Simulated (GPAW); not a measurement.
Wanted: an ASE script for a GPAW 26.7.0 run.

```yaml
Task: single point
Functional: RPBE
Potentials_or_basis: the program's PAW data sets (release 1.2.1) made for this functional
Cutoff: 450 eV
Basis: pw
k_mesh: 6 × 6 × 4
Occupations: fermi-dirac, width 0.05 eV
Spin: no spin polarisation
Maxiter: 120
Convergence: default
```

The structure of Ge lies in Ge.cif:

```cif
data_Ge
_cell_length_a 3.99758584
_cell_length_b 3.99758584
_cell_length_c 6.59937795
_cell_angle_alpha 90.00000000
_cell_angle_beta 90.00000000
_cell_angle_gamma 120.00000000
_space_group_name_H-M_alt 'P6_3/mmc'
_space_group_name_Hall '-P 6c 2c'
_space_group_IT_number 194
loop_
_space_group_symop_operation_xyz
'x,y,z'
'-x,-y,-z'
'x-y,x,z+1/2'
'-x+y,-x,-z+1/2'
'-y,x-y,z'
'y,-x+y,-z'
'-x,-y,z+1/2'
'x,y,-z+1/2'
'-x+y,-x,z'
'x-y,x,-z'
'y,-x+y,z+1/2'
'-y,x-y,-z+1/2'
'-y,-x,-z+1/2'
'y,x,z+1/2'
'-x,-x+y,-z'
'x,x-y,z'
'-x+y,y,-z+1/2'
'x-y,-y,z+1/2'
'y,x,-z'
'-y,-x,z'
'x,x-y,-z+1/2'
'-x,-x+y,z+1/2'
'x-y,-y,-z'
'-x+y,y,z'
loop_
_atom_site_label
_atom_site_type_symbol
_atom_site_symmetry_multiplicity
_atom_site_Wyckoff_symbol
_atom_site_fract_x
_atom_site_fract_y
_atom_site_fract_z
_atom_site_occupancy
Ge1 Ge 4 f 0.3333333333 0.6666666667 0.9370987500 1
```

This isn't the form of Ge at room conditions, which is diamond.

One way to write it, as run:

run.py

```python
from ase.dft.bandgap import bandgap
from ase.io import read, write
from ase.units import GPa
from gpaw import GPAW, PW

atoms = read('Ge.cif')

calc = GPAW(mode=PW(450),
            xc='RPBE',
            kpts={'size': (6, 6, 4), 'gamma': True},
            occupations={'name': 'fermi-dirac', 'width': 0.05},
            nbands=18,
            maxiter=120,
            txt='gpaw.txt')
atoms.calc = calc
energy = atoms.get_potential_energy()
forces = atoms.get_forces()
stress = atoms.get_stress()
calc.write('gs.gpw')
write('result.traj', atoms)
print(f'Energy: {energy:.6f} eV')
print('Forces (eV/A):')
print(forces.round(4))
print('Stress (GPa):', (stress / GPa).round(3))
print('Fermi level:', round(calc.get_fermi_level(), 4), 'eV')
print(f'Gap: {bandgap(calc)[0]:.4f} eV, direct: {bandgap(calc, direct=True)[0]:.4f} eV')
```

Potentials or basis: the program's PAW data sets (release 1.2.1) made for this functional, pw.

Command:

```console
$ OMP_NUM_THREADS=1 python run.py
```

Results of the run:

```yaml
Pressure: 5.0 GPa
Largest_force: 0.014 eV/Å
Band_gap_on_the_k_mesh: none (metal or under the smearing width)
```

Caveat: the cutoff is short for stress and forces, so pressures can be off by a GPa or more.

Run time: 10 s on 1 thread of Arm Neoverse V2 (shared host), peak memory 0.16 GiB.
